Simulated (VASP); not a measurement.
# ZnO, optical spectrum of independent particles: which settings are enough?

ZnO, P6_3mc (no. 186), 4 atoms in the cell. LDA, independent-particle dielectric function; PAW potentials Zn_GW, O_GW (LDA set). VASP 6.6.1.

Wanted: ε at zero frequency, electronic within 1 %; spectrum (imaginary part of ε) within 10 %.

POSCAR:
```
ZnO
1.0
    3.2493080000      0.0000000000      0.0000000000
   -1.6246540000      2.8139832727      0.0000000000
    0.0000000000      0.0000000000      5.2057090000
Zn O
2 2
Direct
    0.6666666667      0.3333333333      0.0000000000
    0.3333333333      0.6666666667      0.5000000000
    0.3333333333      0.6666666667      0.8790100000
    0.6666666667      0.3333333333      0.3790100000
```

The series start from Bands in all (NBANDS): 38; Plane-wave cutoff (eV): 460; Energy points: 2000; k mesh: 9 × 9 × 5; Precision mode: Accurate; Electronic algorithm: Normal. Each series keeps the choices made before it, and each single choice may use up half of a tolerance. Times cover all steps of a run.

## Bands in all (NBANDS)

| Bands in all (NBANDS) | ε at zero frequency, electronic | Spectrum (imaginary part of ε), largest deviation against the largest value | Time (s) |
|---|---|---|---|
| 24 | 5.725 | 34 % | 19 |
| 30 | 6.033 | 3 % | 21 |
| 38 | 6.123 | 2.9 % | 23 |
| 50 | 6.174 | 2.4 % | 26 |
| 66 | 6.208 | 2.3 % | 30 |
| 98 (reference) | 6.231 | 0 % | 38 |

Chosen: 66, the loosest value from which every tighter one stays within half of the tolerance.

## Plane-wave cutoff (eV)

| Plane-wave cutoff (eV) | ε at zero frequency, electronic | Spectrum (imaginary part of ε), largest deviation against the largest value | Time (s) |
|---|---|---|---|
| 250 | 12.35 | 143 % | 13 |
| 320 | 6.557 | 32 % | 17 |
| 380 | 6.354 | 15 % | 28 |
| 460 | 6.208 | 0.82 % | 30 |
| 570 (reference) | 6.218 | 0 % | 44 |

Chosen: 460.

## Energy points

| Energy points | ε at zero frequency, electronic | Spectrum (imaginary part of ε), largest deviation against the largest value | Time (s) |
|---|---|---|---|
| default | 6.21 | 3.2 % | 29 |
| 1500 | 6.208 | 3.5 % | 30 |
| 2000 | 6.208 | 0.54 % | 30 |
| 4000 (reference) | 6.208 | 0 % | 29 |

Chosen: default.

## k mesh

| k mesh | ε at zero frequency, electronic | Spectrum (imaginary part of ε), largest deviation against the largest value | Time (s) |
|---|---|---|---|
| 4 × 4 × 3 | 16.16 | 785 % | 17 |
| 5 × 5 × 3 | 11.93 | 490 % | 18 |
| 7 × 7 × 4 | 7.519 | 182 % | 23 |
| 9 × 9 × 5 | 6.21 | 80 % | 29 |
| 12 × 12 × 7 | 5.561 | 25 % | 48 |
| 15 × 15 × 9 | 5.385 | 20 % | 74 |
| 19 × 19 × 11 (reference) | 5.32 | 0 % | 124 |

Chosen: 19 × 19 × 11; the next looser run is off by more than half of the tolerance, so convergence isn't shown beyond this value.

## Precision mode

| Precision mode | ε at zero frequency, electronic | Spectrum (imaginary part of ε), largest deviation against the largest value | Time (s) |
|---|---|---|---|
| Accurate | 5.32 | 0 % | 124 |
| Normal | 5.32 | 0.044 % | 82 |
| Single | 5.32 | 0.022 % | 126 |

Chosen: Normal, the fastest of those that stay within half of the tolerance.

## Electronic algorithm

| Electronic algorithm | ε at zero frequency, electronic | Spectrum (imaginary part of ε), largest deviation against the largest value | Time (s) |
|---|---|---|---|
| Normal | 5.32 | 0 % | 82 |
| Fast | 5.32 | 0.64 % | 86 |

Chosen: Normal; no other choice that stays within half of the tolerance saves 30 % of the time.

## All choices together

| Input | ε at zero frequency, electronic | Spectrum (imaginary part of ε), largest deviation against the largest value | Time (s) |
|---|---|---|---|
| all settings of the optics step left to the defaults, ground-state mesh (naive) | 5.416 | 64 % | 19 |
| chosen settings | 5.32 | 1.3 % | 82 |
| reference settings throughout | 5.347 | 0 % | 267 |

The chosen settings stay within the tolerance of the reference run, but the reference itself isn't shown to be converged in: k mesh.

## The input

INCAR.step1:
```
SYSTEM = ZnO
  EDIFF = 1E-7
  ENCUT = 460
  GGA = CA
  ISMEAR = 0
  KPAR = 4
  LASPH = .True.
  LCHARG = .True.
  LWAVE = .False.
  PREC = Normal
  SIGMA = 0.02
```

INCAR.step2:
```
SYSTEM = ZnO
  ALGO = Normal
  CSHIFT = 0.1
  EDIFF = 1E-6
  ENCUT = 460
  GGA = CA
  ICHARG = 11
  ISMEAR = 0
  KPAR = 4
  LASPH = .True.
  LCHARG = .False.
  LOPTICS = .True.
  LWAVE = .False.
  NBANDS = 66
  PREC = Normal
  SIGMA = 0.05
```

KPOINTS.step1:
```
k-points
0
Gamma
  9 9 5
```

KPOINTS.step2:
```
Automatic mesh
0
Gamma
  19 19 11
  0 0 0
```

Commands (each step's output is kept before the next begins):
```
cat potpaw_LDA.64/Zn_GW/POTCAR potpaw_LDA.64/O_GW/POTCAR > POTCAR
cp INCAR.step1 INCAR
cp KPOINTS.step1 KPOINTS
mpirun -np 4 vasp_std > vasp.out
cp INCAR.step2 INCAR
cp KPOINTS.step2 KPOINTS
mpirun -np 4 vasp_std > vasp.out
```

Limits: The pull between electron and hole is left out; the onset follows the functional's gap, which semilocal functionals usually make too small.

The chosen input took VASP 6.6.1 82 s on 4 cores (AMD EPYC 7R13 (Zen 3)), a shared host.

## An input that fails: one empty band

It runs to its end, but against the unchanged starting input it is off by 29 % in the ε at zero frequency, electronic, 93 % in the spectrum (imaginary part of ε).

Changes against the starting input:
```
(step 2)
- NBANDS = 38
+ NBANDS = 19
```
